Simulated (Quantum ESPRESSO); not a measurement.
# Zr (P6_3/mmc) in Quantum ESPRESSO: equation of state

How stiff is Zr in PBEsol, and what volume does it want? The cell is scaled to several volumes.

Program: Quantum ESPRESSO 7.5. These are calculated values, not measurements. Logs are shortened: lines on timing, memory, paths and dates and some standing lists are left out, and cuts for length are marked.

**1. The crystal as given**

Symmetry: P6_3/mmc, No. 194, hexagonal system. The conventional cell has a = 3.232 Å, b = 3.232 Å, c = 5.147 Å, α = 90.00°, β = 90.00°, γ = 120.00°. Around Zr (site symmetry -6m2) lie 12 Zr at 3.18 to 3.23 Å.

**2. Single point, PBEsol, 21.88 Å³/atom**

Contents of pw.in:

```
&CONTROL
  calculation = 'scf'
  prefix = 'pwscf'
  outdir = './tmp'
  pseudo_dir = './pseudo'
  tprnfor = .true.
  tstress = .true.
  disk_io = 'nowf'
/
&SYSTEM
  ibrav = 0
  nat = 2
  ntyp = 1
  ecutwfc = 45
  ecutrho = 360
  nbnd = 19
  occupations = 'smearing'
  smearing = 'fd'
  degauss = 0.00367493
/
&ELECTRONS
  conv_thr = 4d-10
  electron_maxstep = 120
  mixing_beta = 0.5
/
ATOMIC_SPECIES
Zr    91.2240 zr_pbesol_v1.uspp.F.UPF
CELL_PARAMETERS angstrom
   3.1660223034    0.0000000000    0.0000000000
  -1.5830111517    2.7418557436    0.0000000000
   0.0000000000    0.0000000000    5.0419297016
ATOMIC_POSITIONS crystal
Zr     0.6666666667    0.3333333333    0.7500000000
Zr     0.3333333333    0.6666666667    0.2500000000
K_POINTS automatic
9 9 5 0 0 0
```

Potentials or basis: GBRV 1.5 PBEsol.

Command:

```
$ OMP_NUM_THREADS=1 mpirun -n 2 pw.x -nk 2 -in pw.in > pw.out
```

pw.out:

```text
This program is part of the open-source Quantum ESPRESSO suite
     for quantum simulation of materials; please cite
         "P. Giannozzi et al., J. Phys.:Condens. Matter 21 395502 (2009);
         "P. Giannozzi et al., J. Phys.:Condens. Matter 29 465901 (2017);
         "P. Giannozzi et al., J. Chem. Phys. 152 154105 (2020);
     in publications or presentations arising from this work. More details at

     Message from routine setup:
     using ibrav=0 with symmetry is DISCOURAGED, use correct ibrav instead

     K-points division:     npool     =       2
     Subspace diagonalization in iterative solution of the eigenvalue problem:
     a serial algorithm will be used

     G-vector sticks info
     --------------------
     sticks:   dense  smooth     PW     G-vecs:    dense   smooth      PW
     Sum         889     439    139                34005    12011    2045

     Using Slab Decomposition

     bravais-lattice index     =            0
     lattice parameter (alat)  =       5.9829  a.u.
     unit-cell volume          =     295.3602 (a.u.)^3
     number of atoms/cell      =            2
     number of atomic types    =            1
     number of electrons       =        24.00
     number of Kohn-Sham states=           19
     kinetic-energy cutoff     =      45.0000  Ry
     charge density cutoff     =     360.0000  Ry
     scf convergence threshold =      4.0E-10
     mixing beta               =       0.5000
     number of iterations used =            8  plain     mixing
     Exchange-correlation= SLA  PW   PSX  PSC
                           (   1   4  10   8   0   0   0)

     celldm(1)=   5.982915  celldm(2)=   0.000000  celldm(3)=   0.000000
     celldm(4)=   0.000000  celldm(5)=   0.000000  celldm(6)=   0.000000

     crystal axes: (cart. coord. in units of alat)
               a(1) = (   1.000000   0.000000   0.000000 )
               a(2) = (  -0.500000   0.866025   0.000000 )
               a(3) = (   0.000000   0.000000   1.592512 )

     reciprocal axes: (cart. coord. in units 2 pi/alat)
               b(1) = (  1.000000  0.577350 -0.000000 )
               b(2) = (  0.000000  1.154701  0.000000 )
               b(3) = (  0.000000 -0.000000  0.627939 )

     PseudoPot. # 1 for Zr read from file:
     zr_pbesol_v1.uspp.F.UPF
     Pseudo is Ultrasoft + core correction, Zval = 12.0
     Generated by new atomic code, or converted to UPF format
     Using radial grid of  887 points,  6 beta functions with:
                l(1) =   0
                l(2) =   0
                l(3) =   1
                l(4) =   1
                l(5) =   2
                l(6) =   2
     Q(r) pseudized with  6 coefficients,  rinner =    1.200   1.200   1.200
                                                       1.200   1.200

     atomic species   valence    mass     pseudopotential
     Zr               12.00    91.22400     Zr( 1.00)

     24 Sym. Ops., with inversion, found (12 have fractional translation)

   Cartesian axes

     site n.     atom                  positions (alat units)
         1        Zr     tau(   1) = (   0.5000000   0.2886751   1.1943843  )
         2        Zr     tau(   2) = (  -0.0000000   0.5773503   0.3981281  )

     number of k points=    36  Fermi-Dirac smearing, width (Ry)=  0.0037
                       cart. coord. in units 2pi/alat
        k(    1) = (   0.0000000   0.0000000   0.0000000), wk =   0.0049383
        k(    2) = (   0.0000000   0.0000000   0.1255877), wk =   0.0098765
        k(    3) = (   0.0000000   0.0000000   0.2511754), wk =   0.0098765
        k(    4) = (   0.0000000   0.1283001   0.0000000), wk =   0.0296296
        k(    5) = (   0.0000000   0.1283001   0.1255877), wk =   0.0592593
        k(    6) = (   0.0000000   0.1283001   0.2511754), wk =   0.0592593
[... 28 lines left out ...]
        k(   35) = (   0.3333333   0.5773503   0.1255877), wk =   0.0197531
        k(   36) = (   0.3333333   0.5773503   0.2511754), wk =   0.0197531

     Dense  grid:    34005 G-vectors     FFT dimensions: (  40,  40,  60)

     Smooth grid:    12011 G-vectors     FFT dimensions: (  25,  25,  48)

     Initial potential from superposition of free atoms

     starting charge      23.9961, renormalised to      24.0000

     negative rho (up, down):  1.212E-01 0.000E+00
     Starting wfcs are   26 randomized atomic wfcs

     Self-consistent Calculation

     iteration #  1     ecut=    45.00 Ry     beta= 0.50
     Davidson diagonalization with overlap
     ethr =  1.00E-02,  avg # of iterations =  2.0

     Threshold (ethr) on eigenvalues was too large:
     Diagonalizing with lowered threshold

     Davidson diagonalization with overlap
     ethr =  1.26E-04,  avg # of iterations =  2.2

     negative rho (up, down):  1.221E-01 0.000E+00

     total energy              =    -198.25941569 Ry
     estimated scf accuracy    <       0.03468257 Ry

     iteration #  2     ecut=    45.00 Ry     beta= 0.50
     Davidson diagonalization with overlap
     ethr =  1.45E-04,  avg # of iterations =  2.0

     negative rho (up, down):  1.233E-01 0.000E+00

     total energy              =    -198.26209075 Ry
     estimated scf accuracy    <       0.00258927 Ry

     iteration #  3     ecut=    45.00 Ry     beta= 0.50
     Davidson diagonalization with overlap
     ethr =  1.08E-05,  avg # of iterations =  2.6

     negative rho (up, down):  1.240E-01 0.000E+00

     total energy              =    -198.26240637 Ry
     estimated scf accuracy    <       0.00015796 Ry

     iteration #  4     ecut=    45.00 Ry     beta= 0.50
     Davidson diagonalization with overlap
     ethr =  6.58E-07,  avg # of iterations =  2.2

     negative rho (up, down):  1.238E-01 0.000E+00

     total energy              =    -198.26242176 Ry
     estimated scf accuracy    <       0.00000532 Ry

     iteration #  5     ecut=    45.00 Ry     beta= 0.50
     Davidson diagonalization with overlap
     ethr =  2.22E-08,  avg # of iterations =  3.0

     negative rho (up, down):  1.238E-01 0.000E+00

     total energy              =    -198.26242328 Ry
     estimated scf accuracy    <       0.00000204 Ry

     iteration #  6     ecut=    45.00 Ry     beta= 0.50
     Davidson diagonalization with overlap
     ethr =  8.50E-09,  avg # of iterations =  2.0

     negative rho (up, down):  1.238E-01 0.000E+00

     total energy              =    -198.26242378 Ry
     estimated scf accuracy    <       0.00000006 Ry

     iteration #  7     ecut=    45.00 Ry     beta= 0.50
     Davidson diagonalization with overlap
     ethr =  2.33E-10,  avg # of iterations =  2.1

     negative rho (up, down):  1.238E-01 0.000E+00

     End of self-consistent calculation

          k = 0.0000 0.0000 0.0000 (  1485 PWs)   bands (ev):

   -33.5641 -33.3624 -12.2397 -11.1802 -11.1802 -11.0084 -11.0084 -11.0033
     9.2955  11.8544  15.9256  15.9256  16.0999  16.5009  16.6831  16.6831
    17.3062  17.3062  19.8041

          k = 0.0000 0.0000 0.1256 (  1502 PWs)   bands (ev):

   -33.5453 -33.3821 -12.1296 -11.1640 -11.1640 -11.1306 -11.0250 -11.0250
     9.6494  11.8484  15.7780  15.7780  15.8324  15.8900  16.4295  16.4295
    17.8153  17.8153  19.8912

          k = 0.0000 0.0000 0.2512 (  1514 PWs)   bands (ev):

   -33.4954 -33.4331 -11.8344 -11.4536 -11.1213 -11.1213 -11.0682 -11.0682
    10.5629  11.5115  15.1355  15.2850  15.7316  15.7316  15.9879  15.9879
    18.8142  18.8142  19.6610

          k = 0.0000 0.1283 0.0000 (  1505 PWs)   bands (ev):

   -33.5461 -33.3550 -12.1940 -11.2819 -11.2132 -11.1131 -11.0232 -11.0214
     9.6627  12.1839  15.2365  15.7404  16.2709  16.3497  16.6527  16.9906
    16.9977  17.0073  20.0369

          k = 0.0000 0.1283 0.1256 (  1514 PWs)   bands (ev):

   -33.5282 -33.3736 -12.0953 -11.2614 -11.2117 -11.1952 -11.0578 -11.0400
     9.9979  12.1947  15.1063  15.2868  15.8897  16.0482  16.4865  16.7080
    17.6436  17.7242  20.0390

          k = 0.0000 0.1283 0.2512 (  1521 PWs)   bands (ev):

   -33.4810 -33.4219 -11.8317 -11.4946 -11.1988 -11.1477 -11.1239 -11.0884
    10.8777  11.8451  14.6190  15.0470  15.5453  15.9910  16.0338  16.2613
    18.6981  18.8106  19.6450

          k = 0.0000 0.2566 0.0000 (  1515 PWs)   bands (ev):

   -33.4987 -33.3378 -12.0677 -11.5383 -11.3656 -11.2921 -11.0838 -11.0582
    10.6227  12.8231  14.4261  14.5366  15.8312  16.4044  16.5453  17.2637
    17.4756  17.9260  20.4207

          k = 0.0000 0.2566 0.1256 (  1515 PWs)   bands (ev):

   -33.4835 -33.3534 -12.0133 -11.5041 -11.4343 -11.2702 -11.1092 -11.0810
    10.8764  12.9014  14.0397  14.6525  15.5508  16.3462  16.3868  17.4152
    17.8996  17.9620  20.2610

          k = 0.0000 0.2566 0.2512 (  1522 PWs)   bands (ev):

   -33.4437 -33.3940 -11.8626 -11.6569 -11.3466 -11.2124 -11.2037 -11.1402
    11.5723  12.4853  13.9910  14.6162  15.2686  15.8591  16.5559  16.9838
    18.6727  18.9612  19.6288

          k = 0.0000 0.3849 0.0000 (  1509 PWs)   bands (ev):

   -33.4395 -33.3229 -11.8934 -11.8265 -11.6339 -11.3763 -11.1828 -11.1036
    11.7138  12.7498  13.3718  14.5686  15.8898  15.9999  16.1599  18.7408
    18.7902  19.2425  20.6736

          k = 0.0000 0.3849 0.1256 (  1512 PWs)   bands (ev):

   -33.4284 -33.3341 -11.9883 -11.7480 -11.6170 -11.3509 -11.1799 -11.1303
    11.7169  12.8230  13.4699  14.4607  15.6657  16.1301  16.4129  18.6658
    18.8753  19.0283  20.4288

          k = 0.0000 0.3849 0.2512 (  1503 PWs)   bands (ev):

   -33.3994 -33.3634 -11.9941 -11.8907 -11.4034 -11.2838 -11.2395 -11.1995
    11.9391  12.4770  13.8076  14.3590  15.7091  16.1735  16.8072  17.7742
    19.3543  19.4082  19.9004
[... 99 lines left out ...]
   -33.4016 -33.3281 -11.9308 -11.8317 -11.5564 -11.4948 -11.2871 -11.1894
    12.5234  13.0162  13.7210  13.9964  15.3343  15.7917  16.1157  18.2556
    19.4201  20.0639  21.0741

          k = 0.2222 0.3849 0.2512 (  1505 PWs)   bands (ev):

   -33.3789 -33.3508 -11.9795 -11.9219 -11.4882 -11.4393 -11.2713 -11.1810
    12.5776  12.7819  14.1517  14.4865  15.0787  15.1930  16.4797  17.4879
    19.5757  20.6746  21.0437

          k = 0.2222 0.5132 0.0000 (  1499 PWs)   bands (ev):

   -33.3689 -33.3232 -11.9153 -11.7423 -11.6407 -11.5842 -11.3634 -11.3549
    12.8019  13.2216  13.3029  14.1689  15.2054  15.7299  16.7164  19.2058
    20.1834  20.2538  21.9030

          k = 0.2222 0.5132 0.1256 (  1495 PWs)   bands (ev):

   -33.3645 -33.3275 -11.9624 -11.8533 -11.6600 -11.4700 -11.3867 -11.2592
    12.6624  13.4216  13.4770  14.0506  15.2039  15.5917  16.7250  18.9924
    19.4314  20.5196  22.0457

          k = 0.2222 0.5132 0.2512 (  1497 PWs)   bands (ev):

   -33.3530 -33.3389 -12.0180 -11.9747 -11.6162 -11.5165 -11.2569 -11.1943
    12.6929  13.0512  13.9573  14.4930  14.8410  15.3943  16.9394  17.6669
    19.7245  20.4161  22.3315

          k = 0.3333 0.5774 0.0000 (  1476 PWs)   bands (ev):

   -33.3396 -33.3396 -11.8747 -11.6854 -11.6854 -11.4953 -11.4953 -11.4771
    12.7334  13.6905  13.6905  13.9074  15.3378  15.3378  16.9872  19.6951
    19.6951  20.1262  21.8784

          k = 0.3333 0.5774 0.1256 (  1503 PWs)   bands (ev):

   -33.3395 -33.3395 -11.8381 -11.8237 -11.8237 -11.5166 -11.3503 -11.3503
    12.9576  13.6305  13.6305  13.9228  15.2324  15.2324  16.9245  19.0349
    19.7913  19.7913  22.2453

          k = 0.3333 0.5774 0.2512 (  1509 PWs)   bands (ev):

   -33.3394 -33.3394 -11.9452 -11.9452 -11.7411 -11.6184 -11.2180 -11.2180
    13.4745  13.5163  13.5163  13.8552  15.1212  15.1212  16.9646  17.6337
    19.7862  19.7862  23.3514

     the Fermi energy is    15.0764 ev

!    total energy              =    -198.26242379 Ry
     estimated scf accuracy    <          1.6E-10 Ry
     smearing contrib. (-TS)   =      -0.00126576 Ry
     internal energy E=F+TS    =    -198.26115803 Ry

     The total energy is F=E-TS. E is the sum of the following terms:
     one-electron contribution =     -31.41872903 Ry
     hartree contribution      =      25.91566248 Ry
     xc contribution           =     -35.40859537 Ry
     ewald contribution        =    -157.34949610 Ry

     convergence has been achieved in   7 iterations

     negative rho (up, down):  1.238E-01 0.000E+00

     Forces acting on atoms (cartesian axes, Ry/au):

     atom    1 type  1   force =    -0.00000000   -0.00000000    0.00000000
     atom    2 type  1   force =    -0.00000000    0.00000000    0.00000000

     Total force =     0.000000     Total SCF correction =     0.000000

     Computing stress (Cartesian axis) and pressure

     negative rho (up, down):  1.238E-01 0.000E+00
          total   stress  (Ry/bohr**3)                   (kbar)     P=       27.84
   0.00015673   0.00000000   0.00000000           23.06        0.00        0.00
   0.00000000   0.00015673   0.00000000            0.00       23.06        0.00
   0.00000000   0.00000000   0.00025435            0.00        0.00       37.42

=------------------------------------------------------------------------------=
   JOB DONE.
=------------------------------------------------------------------------------=
```

Run time: 7.4 s. Hardware: 2 MPI ranks of Arm Neoverse V2, shared host; peak memory 0.22 GiB.

What came out:

| Quantity | Value |
| --- | --- |
| Free energy | -2697.4977 eV |
| Pressure | 2.8 GPa |
| Band gap on the k mesh | none (metal or under the smearing width) |

**3. Single point, PBEsol, 22.35 Å³/atom**

pw.in: that of step 2 with these lines changed.

```diff
@@ -28,5 +28,5 @@
 CELL_PARAMETERS angstrom
-   3.1660223034    0.0000000000    0.0000000000
-  -1.5830111517    2.7418557436    0.0000000000
-   0.0000000000    0.0000000000    5.0419297016
+   3.1883189697    0.0000000000    0.0000000000
+  -1.5941594848    2.7611652231    0.0000000000
+   0.0000000000    0.0000000000    5.0774374186
 ATOMIC_POSITIONS crystal
```

Potentials or basis: GBRV 1.5 PBEsol.

Command:

```
$ OMP_NUM_THREADS=1 mpirun -n 2 pw.x -nk 2 -in pw.in > pw.out
```

It took 7.3 s on 2 MPI ranks of Arm Neoverse V2, shared host; peak memory 0.22 GiB.

Results (log left out):

- Free energy: -2697.5074 eV
- Pressure: 0.6 GPa
- Band gap on the k mesh: none (metal or under the smearing width)

**4. Single point, PBEsol, 22.82 Å³/atom**

pw.in: that of step 3 with these lines changed.

```diff
@@ -28,5 +28,5 @@
 CELL_PARAMETERS angstrom
-   3.1883189697    0.0000000000    0.0000000000
-  -1.5941594848    2.7611652231    0.0000000000
-   0.0000000000    0.0000000000    5.0774374186
+   3.2103080712    0.0000000000    0.0000000000
+  -1.6051540356    2.7802083436    0.0000000000
+   0.0000000000    0.0000000000    5.1124553350
 ATOMIC_POSITIONS crystal
```

Command:

```
$ OMP_NUM_THREADS=1 mpirun -n 2 pw.x -nk 2 -in pw.in > pw.out
```

It took 7.4 s on 2 MPI ranks of Arm Neoverse V2, shared host; peak memory 0.22 GiB.

It converged, with:

| Property | Result |
| --- | --- |
| Free energy | -2697.5048 eV |
| Pressure | -1.5 GPa |
| Band gap on the k mesh | none (metal or under the smearing width) |

**5. Single point, PBEsol, 23.28 Å³/atom**

pw.in: that of step 4 with these lines changed.

```diff
@@ -28,5 +28,5 @@
 CELL_PARAMETERS angstrom
-   3.2103080712    0.0000000000    0.0000000000
-  -1.6051540356    2.7802083436    0.0000000000
-   0.0000000000    0.0000000000    5.1124553350
+   3.2320000000    0.0000000000    0.0000000000
+  -1.6160000000    2.7989941050    0.0000000000
+   0.0000000000    0.0000000000    5.1470000000
 ATOMIC_POSITIONS crystal
```

Command:

```
$ OMP_NUM_THREADS=1 mpirun -n 2 pw.x -nk 2 -in pw.in > pw.out
```

Wall time 9.2 s (2 MPI ranks of Arm Neoverse V2, shared host); peak memory 0.24 GiB.

Results (log left out):

- Free energy: -2697.4909 eV
- Pressure: -3.3 GPa
- Band gap on the k mesh: none (metal or under the smearing width)

**6. Single point, PBEsol, 23.75 Å³/atom**

pw.in: that of step 5 with these lines changed.

```diff
@@ -28,5 +28,5 @@
 CELL_PARAMETERS angstrom
-   3.2320000000    0.0000000000    0.0000000000
-  -1.6160000000    2.7989941050    0.0000000000
-   0.0000000000    0.0000000000    5.1470000000
+   3.2534045973    0.0000000000    0.0000000000
+  -1.6267022986    2.8175310300    0.0000000000
+   0.0000000000    0.0000000000    5.1810870861
 ATOMIC_POSITIONS crystal
```

Potentials or basis: GBRV 1.5 PBEsol.

Command:

```
$ OMP_NUM_THREADS=1 mpirun -n 2 pw.x -nk 2 -in pw.in > pw.out
```

Run time: 10 s. Hardware: 2 MPI ranks of Arm Neoverse V2, shared host; peak memory 0.24 GiB.

The run converged. Its results:

* Free energy: -2697.4667 eV
* Pressure: -5.0 GPa
* Band gap on the k mesh: none (metal or under the smearing width)

**7. Single point, PBEsol, 24.21 Å³/atom**

pw.in: that of step 6 with these lines changed.

```diff
@@ -28,5 +28,5 @@
 CELL_PARAMETERS angstrom
-   3.2534045973    0.0000000000    0.0000000000
-  -1.6267022986    2.8175310300    0.0000000000
-   0.0000000000    0.0000000000    5.1810870861
+   3.2745311931    0.0000000000    0.0000000000
+  -1.6372655966    2.8358271987    0.0000000000
+   0.0000000000    0.0000000000    5.2147314515
 ATOMIC_POSITIONS crystal
```

Command:

```
$ OMP_NUM_THREADS=1 mpirun -n 2 pw.x -nk 2 -in pw.in > pw.out
```

It took 10 s on 2 MPI ranks of Arm Neoverse V2, shared host; peak memory 0.24 GiB.

The run converged. Its results:

```yaml
Free_energy: -2697.4331 eV
Pressure: -6.6 GPa
Band_gap_on_the_k_mesh: none (metal or under the smearing width)
```

**8. Single point, PBEsol, 24.68 Å³/atom**

pw.in: that of step 7 with these lines changed.

```diff
@@ -28,5 +28,5 @@
 CELL_PARAMETERS angstrom
-   3.2745311931    0.0000000000    0.0000000000
-  -1.6372655966    2.8358271987    0.0000000000
-   0.0000000000    0.0000000000    5.2147314515
+   3.2953886421    0.0000000000    0.0000000000
+  -1.6476943210    2.8538902793    0.0000000000
+   0.0000000000    0.0000000000    5.2479471970
 ATOMIC_POSITIONS crystal
```

Command:

```
$ OMP_NUM_THREADS=1 mpirun -n 2 pw.x -nk 2 -in pw.in > pw.out
```

Wall time 10 s (2 MPI ranks of Arm Neoverse V2, shared host); peak memory 0.24 GiB.

It converged, with:

```yaml
Free_energy: -2697.3907 eV
Pressure: -8.0 GPa
Band_gap_on_the_k_mesh: none (metal or under the smearing width)
```

**9. Equation of state, PBEsol**

Potentials or basis: GBRV 1.5 PBEsol.

No new run: the results of the series are fitted here.

Results:

```yaml
Equilibrium_volume: 22.48 Å³/atom
Bulk_modulus_at_fixed_shape_and_positions: 100 GPa
Pressure_derivative_of_the_bulk_modulus: 3.2
```

Energy against volume, from the lowest point:
```csv
volume (Å³/atom),energy (meV/atom)
21.884,4.85
22.350,0.00
22.815,1.30
23.281,8.23
23.746,20.33
24.212,37.16
24.678,58.33
```

Caveat: the cell was scaled at fixed shape and fractional positions, which overstates the stiffness of a crystal with free parameters, most of all of layers and chains.
